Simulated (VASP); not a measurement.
The system is SiMo3.

```
Si Mo
1.0
     5.81059    0.00000    0.00000
    -2.90530    5.03212    0.00000
     0.00000    0.00000    4.43281
Si Mo
2 6
Direct
  0.33333 0.66667 0.25000
  0.66667 0.33333 0.75000
  0.83410 0.66821 0.25000
  0.16590 0.83410 0.75000
  0.66821 0.83410 0.75000
  0.33179 0.16590 0.25000
  0.83410 0.16590 0.25000
  0.16590 0.33179 0.75000
```

The cell was built by a generator and needn't be a form met in nature.

* Program: VASP 6.6.1
* Task: relaxation of cell and atoms
* Functional: PBE
* Potentials or basis: VASP PAW PBE potentials, release 64 (Si, Mo_sv)
* Cutoff: 520 eV
* k mesh: 4 × 4 × 4
* Occupations: gaussian, width 0.15 eV
* Spin: no spin polarisation

At the start: pressure -13.5 GPa; volume 16.20 Å³/atom.

Question: Where does the relaxation end?

Answer: Over 11 steps the energy falls by 147.2 meV/atom and the volume is 15.03 Å³/atom (-7.2 %); space group P6_3/mmc (No. 194, to 0.05 Å).

Step by step:
```tsv
step	energy change (eV)	largest force (eV/Å)	pressure (GPa)	volume (Å³)
1	0.0000	0.2894	-13.46	129.61
2	0.5910	0.9297	41.62	105.38
3	-0.7992	0.0888	4.73	118.24
4	-1.1512	0.2650	2.53	119.06
5	-1.1632	0.2226	2.46	118.97
6	-1.1460	0.0512	-4.49	122.36
7	-1.1760	0.1032	-0.19	120.33
8	-1.1760	0.0996	-0.17	120.35
9	-1.1679	0.0201	-2.16	121.35
10	-1.1759	0.1001	-0.33	120.38
11	-1.1779	0.0063	-0.29	120.23
```

Final structure:
```
Si Mo
1.0
     5.44323    0.00000    0.00000
    -2.72161    4.71398    0.00000
     0.00000    0.00000    4.68558
Si Mo
2 6
Direct
  0.33333 0.66667 0.25000
  0.66667 0.33333 0.75000
  0.83373 0.66745 0.25000
  0.16627 0.83373 0.75000
  0.66745 0.83373 0.75000
  0.33255 0.16627 0.25000
  0.83373 0.16627 0.25000
  0.16627 0.33255 0.75000
```
